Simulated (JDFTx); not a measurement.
Crystal: KI.

```
I K
1.0
     0.00000    3.53277    3.53277
     3.53277    0.00000    3.53277
     3.53277    3.53277    0.00000
I K
1 1
Direct
  0.50000 0.50000 0.50000
  0.00000 0.00000 0.00000
```

Base run:

* Program: JDFTx 1.7.0 (patched build)
* Functional: PBE
* Potentials or basis: PseudoDojo-SR-PBE-0.5-standard with smoothed tails
* Cutoff: 1007 eV
* Density cutoff: 8055 eV
* k mesh: 7 × 7 × 7
* Occupations: fermi-dirac, width 0.05 eV
* Spin: no spin polarisation

Its results: band gap on the k mesh 3.96 eV, direct; pressure 0.6 GPa.

Task: After a change of settings the same cell gave: band gap on the k mesh 3.82 eV, direct; pressure -0.3 GPa. Which change was it?
A. functional from PBE to HSE06; k mesh from 7 × 7 × 7 to 2 × 2 × 2
B. functional from PBE to PBE0; k mesh from 7 × 7 × 7 to 2 × 2 × 2
C. potentials or basis from PseudoDojo-SR-PBE-0.5-standard with smoothed tails to PseudoDojo-SR-PBE-0.5-standard; k mesh from 7 × 7 × 7 to 5 × 5 × 5
D. functional from PBE to PBEsol; potentials or basis from PseudoDojo-SR-PBE-0.5-standard with smoothed tails to PseudoDojo-SR-PBEsol-0.4.1-standard with smoothed tails

Result: D.

Caveats: the empty levels aren't tightly converged; spin-orbit coupling is left out, which moves the levels of the heavy elements; an odd mesh through Γ misses points on the zone boundary, where band edges often lie.

Not every run made on this cell is shown here.
